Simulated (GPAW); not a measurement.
# CeO2 (Fm-3m) in GPAW: band structure with PBE+U

Aim: the band structure of CeO2 with PBE+U.

Program: GPAW 26.7.0. These are calculated values, not measurements. Logs are shortened: lines on timing, memory, paths and dates and some standing lists are left out, and cuts for length are marked. The log counts tension as positive stress, the text compression.

### Step 1. The crystal as given

The structure is cubic, space group Fm-3m (No. 225). Conventional cell: a = 5.407 Å, b = 5.407 Å, c = 5.407 Å, α = 90.00°, β = 90.00°, γ = 90.00°. Around Ce (site symmetry m-3m) lie 8 O at 2.34 Å. Around O (site symmetry -43m) lie 4 Ce at 2.34 Å.

### Step 2. Band structure, PBE+U, collinear spin, ferromagnetic start

File run.py:

```python
from ase import Atoms
from ase.dft.bandgap import bandgap
from ase.io import write
from ase.units import GPa
from gpaw import GPAW, PW

atoms = Atoms(['Ce', 'O', 'O'],
              cell=[[0.0, 2.70365, 2.70365],
                    [2.70365, 0.0, 2.70365],
                    [2.70365, 2.70365, 0.0]],
              scaled_positions=[[0.0, 0.0, 0.0],
                                [0.75, 0.75, 0.75],
                                [0.25, 0.25, 0.25]],
              pbc=True)
atoms.set_initial_magnetic_moments([1.0, 0.0, 0.0])

calc = GPAW(mode=PW(800),
            xc='PBE',
            kpts={'size': (6, 6, 6), 'gamma': True},
            occupations={'name': 'fermi-dirac', 'width': 0.05},
            setups={'Ce': ':f,7.0'},
            nbands=26,
            convergence={'density': 1e-05, 'energy': 1e-05},
            maxiter=150,
            txt='gpaw.txt')
atoms.calc = calc
energy = atoms.get_potential_energy()
forces = atoms.get_forces()
stress = atoms.get_stress()
calc.write('gs.gpw')
write('result.traj', atoms)
print(f'Energy: {energy:.6f} eV')
print('Forces (eV/A):')
print(forces.round(4))
print('Stress (GPa):', (stress / GPa).round(3))
print('Moments:', calc.get_magnetic_moments().round(3))
print('Fermi level:', round(calc.get_fermi_level(), 4), 'eV')
print(f'Gap: {bandgap(calc)[0]:.4f} eV, direct: {bandgap(calc, direct=True)[0]:.4f} eV')

path = atoms.cell.bandpath('GXWKGLUWLK,UX', npoints=100, eps=1e-4)
bs_calc = calc.fixed_density(kpts=path, symmetry='off', nbands=38,
                             convergence={'bands': 'CBM+6.0', 'eigenstates': 1e-6}, txt='bands.txt')
bs = bs_calc.band_structure()
bs.write('bs.json')
print(f'Gap on the path: {bandgap(bs_calc)[0]:.4f} eV')
```

Potentials or basis: GPAW PAW data sets (gpaw-data 1.2.1), pw.

Started as:

```sh
OMP_NUM_THREADS=1 python run.py
```

gpaw.txt:

```text
__  _  _
 | _ |_)|_||  |
 |__||  | ||/\| - 26.7.0

Input parameters:
  mode=PW(ecut=800.0),
  convergence={'density': 1e-05, 'energy': 1e-05},
  kpts=MonkhorstPack(size=(6, 6, 6), gamma=True),
  maxiter=150,
  nbands=26,
  occupations=Occupations(name='fermi-dirac', width=0.05),
  setups={'Ce': ':f,7.0'},
  xc=XC(name='PBE')

Diagonalizing LCAO Hamiltonian
Converting LCAO to pw mode

                    O

           O

       Ce

Atoms  # Å, Bohr magnetons
|   | symbol |        x |        y |        z |    initial magnetic moments |
|---|--------|----------|----------|----------|-----------------------------|
| 0 |     Ce | 0.000000 | 0.000000 | 0.000000 | ( 0.0000,  0.0000,  1.0000) |
| 1 |      O | 4.055475 | 4.055475 | 4.055475 | ( 0.0000,  0.0000,  0.0000) |
| 2 |      O | 1.351825 | 1.351825 | 1.351825 | ( 0.0000,  0.0000,  0.0000) |

Unit cell  # Å
| periodic |        x |        y |        z |  lengths |    angles |
|----------|----------|----------|----------|----------|-----------|
|      yes | 0.000000 | 2.703650 | 2.703650 | 3.823538 | 60.000000 |
|      yes | 2.703650 | 0.000000 | 2.703650 | 3.823538 | 60.000000 |
|      yes | 2.703650 | 2.703650 | 0.000000 | 3.823538 | 60.000000 |

Number of symmetries: 48
Symmetry operations  # r_c * U_cc + t_c -> r_c
|    | kind |            matrix            |
|----|------|------------------------------|
|  0 |  σ   |  1, 0, 0,  1, 0,-1,  1,-1, 0 |
|  1 |  C2  |  1, 0, 0,  1,-1, 0,  1, 0,-1 |
|  2 |  E   |  1, 0, 0,  0, 1, 0,  0, 0, 1 |
|  3 |  σ   |  1, 0, 0,  0, 0, 1,  0, 1, 0 |
|  4 |  C4  |  1, 0,-1,  1, 0, 0,  1,-1, 0 |
|  5 |  S6  |  1, 0,-1,  1,-1, 0,  1, 0, 0 |
|  6 |  σ   |  1, 0,-1,  0, 1,-1,  0, 0,-1 |
|  7 |  C3  |  1, 0,-1,  0, 0,-1,  0, 1,-1 |
|  8 |  S6  |  1,-1, 0,  1, 0, 0,  1, 0,-1 |
|  9 |  C4  |  1,-1, 0,  1, 0,-1,  1, 0, 0 |
| 10 |  C3  |  1,-1, 0,  0,-1, 1,  0,-1, 0 |
| 11 |  σ   |  1,-1, 0,  0,-1, 0,  0,-1, 1 |
| 12 |  σ   |  0, 1, 0,  1, 0, 0,  0, 0, 1 |
| 13 |  C4  |  0, 1, 0,  0, 1,-1, -1, 1, 0 |
| 14 |  C3  |  0, 1, 0,  0, 0, 1,  1, 0, 0 |
| 15 |  S6  |  0, 1, 0, -1, 1, 0,  0, 1,-1 |
| 16 |  C2  |  0, 1,-1,  1, 0,-1,  0, 0,-1 |
| 17 |  σ   |  0, 1,-1,  0, 1, 0, -1, 1, 0 |
| 18 |  S4  |  0, 1,-1,  0, 0,-1,  1, 0,-1 |
| 19 |  C4  |  0, 1,-1, -1, 1, 0,  0, 1, 0 |
| 20 |  C3  |  0, 0, 1,  1, 0, 0,  0, 1, 0 |
| 21 |  σ   |  0, 0, 1,  0, 1, 0,  1, 0, 0 |
| 22 |  S6  |  0, 0, 1,  0,-1, 1, -1, 0, 1 |
| 23 |  C4  |  0, 0, 1, -1, 0, 1,  0,-1, 1 |
| 24 |  S4  |  0, 0,-1,  1, 0,-1,  0, 1,-1 |
| 25 |  C3  |  0, 0,-1,  0, 1,-1,  1, 0,-1 |
| 26 |  C2  |  0, 0,-1,  0,-1, 0, -1, 0, 0 |
| 27 |  S6  |  0, 0,-1, -1, 0, 0,  0,-1, 0 |
| 28 |  S4  |  0,-1, 1,  1,-1, 0,  0,-1, 0 |
| 29 |  C4  |  0,-1, 1,  0, 0, 1, -1, 0, 1 |
| 30 |  C2  |  0,-1, 1,  0,-1, 0,  1,-1, 0 |
| 31 |  σ   |  0,-1, 1, -1, 0, 1,  0, 0, 1 |
| 32 |  C3  |  0,-1, 0,  1,-1, 0,  0,-1, 1 |
| 33 |  S6  |  0,-1, 0,  0, 0,-1, -1, 0, 0 |
| 34 |  S4  |  0,-1, 0,  0,-1, 1,  1,-1, 0 |
| 35 |  C2  |  0,-1, 0, -1, 0, 0,  0, 0,-1 |
| 36 |  C2  | -1, 1, 0,  0, 1, 0,  0, 1,-1 |
| 37 |  S6  | -1, 1, 0,  0, 1,-1,  0, 1, 0 |
| 38 |  S4  | -1, 1, 0, -1, 0, 1, -1, 0, 0 |
| 39 |  C3  | -1, 1, 0, -1, 0, 0, -1, 0, 1 |
| 40 |  S6  | -1, 0, 1,  0, 0, 1,  0,-1, 1 |
| 41 |  C2  | -1, 0, 1,  0,-1, 1,  0, 0, 1 |
| 42 |  C3  | -1, 0, 1, -1, 1, 0, -1, 0, 0 |
| 43 |  S4  | -1, 0, 1, -1, 0, 0, -1, 1, 0 |
| 44 |  C2  | -1, 0, 0,  0, 0,-1,  0,-1, 0 |
| 45 |  i   | -1, 0, 0,  0,-1, 0,  0, 0,-1 |
| 46 |  σ   | -1, 0, 0, -1, 1, 0, -1, 0, 1 |
| 47 |  C2  | -1, 0, 0, -1, 0, 1, -1, 1, 0 |

BZ-sampling:
  Number of BZ points: 216
  Number of IBZ points: 16

  Monkhorst-Pack size: [6, 6, 6]
  Monkhorst-Pack shift: [0.08333333333333333, 0.08333333333333333, 0.08333333333333333]

K-points  # in reciprocal-cell coordinates
|     |                                coordinates |     weight |
|-----|--------------------------------------------|------------|
|   0 | (  0.00000000,   0.00000000,   0.00000000) | 0.00462963 |
|   1 | (  0.16666667,   0.16666667,   0.00000000) | 0.02777778 |
|   2 | (  0.16666667,   0.16666667,   0.16666667) | 0.03703704 |
|   3 | (  0.33333333,   0.16666667,   0.16666667) | 0.05555556 |
|   4 | (  0.33333333,   0.33333333,  -0.33333333) | 0.05555556 |
|   5 | (  0.33333333,   0.33333333,   0.00000000) | 0.02777778 |
|   6 | (  0.33333333,   0.33333333,   0.16666667) | 0.11111111 |
|   7 | (  0.33333333,   0.33333333,   0.33333333) | 0.03703704 |
|   8 | (  0.50000000,   0.33333333,  -0.33333333) | 0.11111111 |
|   9 | (  0.50000000,   0.33333333,  -0.16666667) | 0.05555556 |
| ... |                                            |            |
|  15 | (  0.50000000,   0.50000000,   0.50000000) | 0.01851852 |

Plane wave coefficients: 2085
Cutoff: 800.0 eV

Spin-components: 2 (collinear spins)
Bands:           26
Projectors:      18
Spin-degeneracy: 1
Datatype:        complex128

Parallelization:
  kpt:    1
  domain: 1
  band:   1

Density:
  Valence electrons: 24.0
  Components: 2
  Grid points: [25 25 25]
  Charge: 0.0  # |e|

Potential:
  Grid points: [25 25 25]

species:
  Ce:
    name:    Cerium
    Z:       58.0
    valence: 12
    core:    46
    charge:  0.0  # [|e|]
    Hubbard: {U: 7.0,  # eV
              l: 3,
              scale: True}
    compensation charges:
      type: gauss
      rc: 0.35  # [Å]
      lmax: 2
    cutoffs:
      filter: 1.17  # [Å]
      core: 2.14  # [Å]
    projectors
    | kind |    occ | energy [eV] | rcut [Å] |
    |------|--------|-------------|----------|
    |   5s |  2.000 |     -40.589 |    1.164 |
    |   6s |  2.000 |      -3.745 |    1.164 |
    |   5p |  6.000 |     -23.225 |    1.164 |
    |   6p |  0.000 |      -1.348 |    1.164 |
    |   5d |  1.000 |      -3.058 |    1.164 |
    |   4f |  1.000 |      -5.376 |    1.164 |
    |    d |        |      24.153 |    1.164 |
    |    f |        |      21.835 |    1.164 |

    Using partial waves for Ce as LCAO basis

  O:
    name:    Oxygen
    Z:       8.0
    valence: 6
    core:    2
    charge:  0.0  # [|e|]
    compensation charges:
      type: gauss
      rc: 0.21  # [Å]
      lmax: 2
    cutoffs:
      filter: 1.17  # [Å]
      core: 0.83  # [Å]
    projectors
    | kind |    occ | energy [eV] | rcut [Å] |
    |------|--------|-------------|----------|
    |   2s |  2.000 |     -23.961 |    0.688 |
    |   2p |  4.000 |      -9.029 |    0.598 |
    |    s |        |       3.251 |    0.688 |
    |    p |        |      18.182 |    0.598 |
    |    d |        |       0.000 |    0.619 |

    Using partial waves for O as LCAO basis

Reference energy: -245186.027267  # eV

eigensolver:
  PPCG
  Converge bands: occupied
  niter=2

density mixing:
  MSR1-Mixer
  Pratt-step length: 0.05
  Maximum mixing coefficient: 0.75
  Old densities: 10
  SVD Regularization: 0.005
  Good broyden scale: 1.0
  Trust region scale: 1.0
  Backstep threshold: 4.0
  History deletion threshold: 6.0
  Fourier metric: weight=20.0, sigma=0.015

occupation numbers:
  Fermi-Dirac:
    width: 0.0500  # eV

poisson solver:
  ecut: 6400.0  # eV

xc functional:
  name: PBE with 2 nearest neighbor stencil

convergence criteria:
- Maximum integral of absolute [dens]ity change: 1e-05 electrons / valence electron
- Maximum [total energy] change in last 3 cyles: 1e-05 eV / valence electron
- Maximum integral of absolute [eigenst]ate change: 4e-08 eV^2 / valence electron
maximum number of iterations: 150

SCF iterations
|iter     | |      energy | eigst |  dens |  magmom |
|---------|-|-------------|-------|-------|---------|
|iter:   1| |  -26.625965 | -0.48 |       |  +0.9943|
|iter:   2| |  -25.807400 | -1.63 | -0.74 |  +0.9446|
|iter:   3| |  -24.406680 | -0.63 | -0.80 |  +0.5233|
|iter:   4| |  -24.380012 | -2.12 | -1.17 |  +0.3462|
|iter:   5| |  -24.349947 | -2.51 | -1.35 |  +0.1496|
|iter:   6| |  -24.361422 | -3.28 | -1.76 |  +0.0010|
|iter:   7| |  -24.361837 | -5.08 | -2.51 |  -0.0031|
|iter:   8| |  -24.362080 | -5.03 | -2.77 |  -0.0009|
|iter:   9| |  -24.362084 | -6.42 | -3.42 |  -0.0002|
|iter:  10| |  -24.362086c| -7.02 | -3.88 |  +0.0001|
|iter:  11| |  -24.362086c| -7.73c| -4.64 |  +0.0000|
|iter:  12| |  -24.362086c| -8.65c| -5.24c|  +0.0000|

Converged in 12 steps
Energy contributions relative to reference atoms: (reference = -245186.027267)

Energy contributions:
  Kinetic:         -35.577050
  Coulomb:          23.244255
  Zero:              3.214922
  External:          0.000000
  Xc:              -15.244213
  Entropy:          -0.000000
  Spinorbit:         0.000000
  ----------------------------
  Free energy:     -24.362086
  Extrapolated:    -24.362086

dipole moment: (-35.989685, -35.989685, -35.989685)  # |e|*Ang

Total magnetic moment: (0.000000, 0.000000, 0.000004)

Local magnetic moments
|        x |        y |         z |
|----------|----------|-----------|
| 0.000000 | 0.000000 |  0.000007 |  # Ce   0
| 0.000000 | 0.000000 | -0.000005 |  # O    1
| 0.000000 | 0.000000 | -0.000005 |  # O    2

Fermi level: 10.205
Eigenvalues  # (at kpt = [0.000, 0.000, 0.000])
| band index |      eig [eV] | occ [0-1] |      eig [eV] | occ [0-1] |
|------------|---------------|-----------|---------------|-----------|
|          0 |       -24.831 |     1.000 |       -24.831 |     1.000 |
|        ... |               |           |               |           |
|          4 |        -6.687 |     1.000 |        -6.687 |     1.000 |
|          5 |        -6.165 |     1.000 |        -6.165 |     1.000 |
|          6 |         5.071 |     1.000 |         5.071 |     1.000 |
|          7 |         5.071 |     1.000 |         5.071 |     1.000 |
|          8 |         5.071 |     1.000 |         5.071 |     1.000 |
|          9 |         8.702 |     1.000 |         8.702 |     1.000 |
[... 8 lines left out ...]
|         18 |        12.977 |     0.000 |        12.977 |     0.000 |
|         19 |        14.507 |     0.000 |        14.507 |     0.000 |
|        ... |               |           |               |           |
|         25 |        24.901 |     0.000 |        24.901 |     0.000 |

Gap: 2.998 eV
Transition (v -> c):
  (s=0, k=10, n=11, [0.50, 0.33, 0.17]) -> (s=0, k=15, n=12, [0.50, 0.50, 0.50])
Direct/indirect transitions are different
Direct gap: 3.146 eV
Transition at: (s=0, k=11, n=11, [0.50, 0.33, 0.33])

Forces  # eV/Ang
|        x |        y |        z |
|----------|----------|----------|
|  0.00000 | -0.00000 | -0.00000 |  # Ce   0
| -0.00000 |  0.00000 |  0.00000 |  # O    1
|  0.00000 |  0.00000 |  0.00000 |  # O    2

Stress tensor  # eV/Ang^3
|         x |         y |         z |
|-----------|-----------|-----------|
| -0.043970 | -0.000000 |  0.000000 |
| -0.000000 | -0.043970 |  0.000000 |
|  0.000000 |  0.000000 | -0.043970 |

# Writing to gs.gpw (mode='')
```

Run time: 78 s. Hardware: 1 thread of Intel Xeon 6975P-C (Granite Rapids), shared host; peak memory 0.58 GiB.

What came out:

```
Free energy             : -24.3621 eV
Pressure                : 7.0 GPa
Band gap on the k mesh  : 3.00 eV, indirect (least direct gap 3.15 eV)
Band gap along the path : 2.87 eV, indirect (least direct gap 3.04 eV)
Net moment              : 0.00 μB per cell
```

Levels at the corners of the path, in eV from the valence-band top:
Spin up:
```csv
point,band 10,band 11,band 12,band 13,band 14,band 15
Γ,-0.48,-0.48,-0.48,3.18,3.38,3.38
X,-0.93,-0.93,-0.47,3.06,3.14,3.14
W,-1.18,-0.81,-0.60,3.00,3.19,3.19
K,-1.43,-0.64,-0.43,3.01,3.18,3.21
Γ,-0.48,-0.48,-0.48,3.18,3.38,3.38
L,-1.34,-0.77,-0.77,2.87,3.20,3.20
U,-1.43,-0.64,-0.43,3.01,3.18,3.21
W,-1.18,-0.81,-0.60,3.00,3.19,3.19
L,-1.34,-0.77,-0.77,2.87,3.20,3.20
K,-1.43,-0.64,-0.43,3.01,3.18,3.21
U,-1.43,-0.64,-0.43,3.01,3.18,3.21
X,-0.93,-0.93,-0.47,3.06,3.14,3.14
```
Spin down:
```
point  band 9  band 10  band 11  band 12  band 13  band 14  band 15  band 16
    Γ   -4.11    -0.48    -0.48    -0.48     3.18     3.38     3.38     3.38
    X   -1.32    -0.93    -0.93    -0.47     3.06     3.14     3.14     3.30
    W   -1.18    -1.18    -0.81    -0.60     3.00     3.19     3.19     3.40
    K   -1.56    -1.43    -0.64    -0.43     3.01     3.18     3.21     3.28
    Γ   -4.11    -0.48    -0.48    -0.48     3.18     3.38     3.38     3.38
    L   -1.36    -1.34    -0.77    -0.77     2.87     3.20     3.20     3.39
    U   -1.56    -1.43    -0.64    -0.43     3.01     3.18     3.21     3.28
    W   -1.18    -1.18    -0.81    -0.60     3.00     3.19     3.19     3.40
    L   -1.36    -1.34    -0.77    -0.77     2.87     3.20     3.20     3.39
    K   -1.56    -1.43    -0.64    -0.43     3.01     3.18     3.21     3.28
    U   -1.56    -1.43    -0.64    -0.43     3.01     3.18     3.21     3.28
    X   -1.32    -0.93    -0.93    -0.47     3.06     3.14     3.14     3.30
```

Caveat: one-centre terms of the f shell are cut off; the magnetic or orbital state may not be the lowest; spin-orbit coupling is left out, which moves the levels of the heavy elements; the mesh misses the band edges, which the band path finds closer together. The state reached can hang on the start; a lower one may exist.
